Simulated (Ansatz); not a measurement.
# Bi: the cost of one run

Program: Ansatz 0.2.0. Level of theory: DFT PBE, scalar-relativistic, plane waves, PAW. These are calculated values, not measurements.

## 1. Starting point

The structure is monoclinic, space group C2/m (No. 12). Conventional cell: a = 6.673 Å, b = 6.111 Å, c = 3.300 Å, α = 90.00°, β = 110.41°, γ = 90.00°. Bi (site symmetry m) has 6 Bi at 3.15 to 3.31 Å as nearest neighbours.

Coordinates:

```cif
data_structure
_symmetry_space_group_name_H-M 'C2/m'
_symmetry_Int_Tables_number 12
_cell_length_a 6.6726
_cell_length_b 6.1108
_cell_length_c 3.3001
_cell_angle_alpha 90.000
_cell_angle_beta 110.412
_cell_angle_gamma 90.000
_cell_volume 126.11
loop_
_atom_site_label
_atom_site_type_symbol
_atom_site_symmetry_multiplicity
_atom_site_Wyckoff_symbol
_atom_site_fract_x
_atom_site_fract_y
_atom_site_fract_z
_atom_site_occupancy
Bi1 Bi 4 i 0.75180 0.50000 0.14900 1
```

The structure comes from the Crystallography Open Database.

## 2. A change within the space group

What differs from the listed cell: strain xx, yy, zz, yz, xz, xy = +2.9, -6.9, +1.4, +0.0, -3.8, +0.0 %; atoms moved by 0.06 Å root mean square, at most 0.06 Å.

Input file input.yaml:

```yaml
crystal:
  lattice:
    - [3.43136398, -2.84549402, -0.1276460728]
    - [3.43136398, 2.84549402, -0.1276460728]
    - [-1.3021176666, 0.0, 3.1805565258]
  atoms:
    - { symbol: Bi, position: [0.2432452966, 0.2432452966, 0.1511993292] }
    - { symbol: Bi, position: [0.7567547034, 0.7567547034, 0.8488006708] }
basis:
  ecutwfc: 420
kpoints:
  mp_grid: { grid: [10, 10, 14] }
hamiltonian:
  xc: pbe
scf:
  occupations: { method: gaussian, width: 0.1 }
output:
  forces: true
  stress: true
  eigenvalues: true
```

**Question.** How long does this run take on 1 thread of an Arm CPU, shared host, and how much memory does it need?

About 46 s, with a peak of 0.58 GiB.
